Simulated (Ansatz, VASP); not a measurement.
## One calculation of Lu, two programs

The input INCAR:

```
SYSTEM = Lu
ALGO     = Normal         ! electronic algorithm
EDIFF    = 1E-6           ! SCF threshold, eV
ENCUT    = 520            ! plane-wave cutoff, eV
GGA      = CA             ! functional
ISIF     = 2              ! what is computed and relaxed
ISMEAR   = -1             ! smearing method
LASPH    = .True.         ! aspherical terms in the spheres
LCHARG   = .False.        ! write CHGCAR
LREAL    = .False.        ! projectors in reciprocal space
LWAVE    = .False.        ! write WAVECAR
NBANDS   = 18             ! bands
NELM     = 80             ! most SCF steps
PREC     = Accurate       ! precision mode
SIGMA    = 0.1            ! smearing width, eV
```

The input KPOINTS:

```
k-points
0
Gamma
  13 13 13
  0 0 0
```

Contents of POSCAR:

```
Lu
1.0
   -1.8965171996      1.8965171996      1.8965171996
    1.8965171996     -1.8965171996      1.8965171996
    1.8965171996      1.8965171996     -1.8965171996
Lu
1
Direct
    0.0000000000      0.0000000000      0.0000000000
```

Input for Ansatz:

```yaml
crystal:
  lattice:
    - [-1.8965171996, 1.8965171996, 1.8965171996]
    - [1.8965171996, -1.8965171996, 1.8965171996]
    - [1.8965171996, 1.8965171996, -1.8965171996]
  atoms:
    - { symbol: Lu, position: [0.0, 0.0, 0.0] }
hamiltonian:
  xc: lda
  pseudopotentials:
    kind: paw
    azcp:
      Lu: "pseudopotentials/Lu.paw.azcp"
basis:
  ecutwfc: 420
  fft_grid_basis: typed
kpoints:
  mp_grid: { grid: [13, 13, 13], shift: [0, 0, 0] }
magnetization:
  spin_polarized: false
scf:
  occupations: { method: fermi_dirac, width: 0.1 }
  lower_state_search: "off"
output:
  stress: true
```

Alike in both runs: task single point; functional LDA; k mesh 13 × 13 × 13; occupations fermi-dirac, width 0.1 eV; no spin polarisation.

|  | VASP | Ansatz |
| --- | --- | --- |
| version | VASP 6.6.1 | Ansatz 0.2.0 |
| potentials or method | VASP PAW PBE potentials, release 64 (Lu) | plane waves (420 eV) with PAW, scalar-relativistic |
| plane-wave cutoff (eV) | 520 | 420 |
| valence electrons in the cell | 25 | 25 |

VASP gave:

```
pressure (GPa) : -1.6
```

Question: Which values does Ansatz return?

Answer: Pressure (GPa): -1.8.

Ansatz warned: «pseudo_functional_mismatch».

Caveats: the PAW data sets were made with another functional, which shifts forces and pressure a little (VASP). Spin-orbit coupling is left out, which matters for the levels of Lu.
